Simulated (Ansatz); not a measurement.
Runs of Ansatz 0.2.0 on SiO2. The structure is tetragonal, space group I4_122 (No. 98). Conventional cell: a = 5.676 Å, b = 5.676 Å, c = 11.320 Å, α = 90.00°, β = 90.00°, γ = 90.00°. Si (site symmetry 2) is surrounded by 4 O at 1.63 to 1.64 Å. O (site symmetry 2) is surrounded by 2 Si at 1.63 Å. Around O (site symmetry 2) lie 2 Si at 1.64 Å. The cell comes from a database or a generator and needn't be the stable form of this composition.

| task | level | cell | cutoff (eV) | points for each segment of the path | gap on the mesh (eV) | pressure (GPa) | largest force (eV/Å) |
| --- | --- | --- | --- | --- | --- | --- | --- |
| band structure | r2SCAN | as given | 500 | 10 | (b) | -4.4 | 0.45 |
| band structure | LDA | as given | 420 | 10 | 4.66 | (a) | 0.54 |
| relaxation of cell and atoms | BLYP | relaxed | 420 | - | (c) | 0.0 | 0.01 |
| band structure | PBEsol | as given | 420 | 10 | 4.82 | -2.3 | 0.19 |

Alike in all rows: potentials or basis Ansatz PAW; no spin polarisation; k mesh 7 × 7 × 7; smearing fermi-dirac 0.05 eV.

Fill in the values left out.

(a) -5.9; (b) 5.46; (c) 4.84.

Caveats: the PAW data sets come from PBE, with cores solved anew for the run's functional, which leaves a small shift of forces and pressure; odd divisions of the mesh miss points on the zone boundary, where band edges often lie, so the gap on the mesh can be too wide (some runs); the plane-wave basis is chosen anew once the cell has moved, so the energies of steps on either side of that aren't comparable (some runs).

A k mesh can miss the band edges.
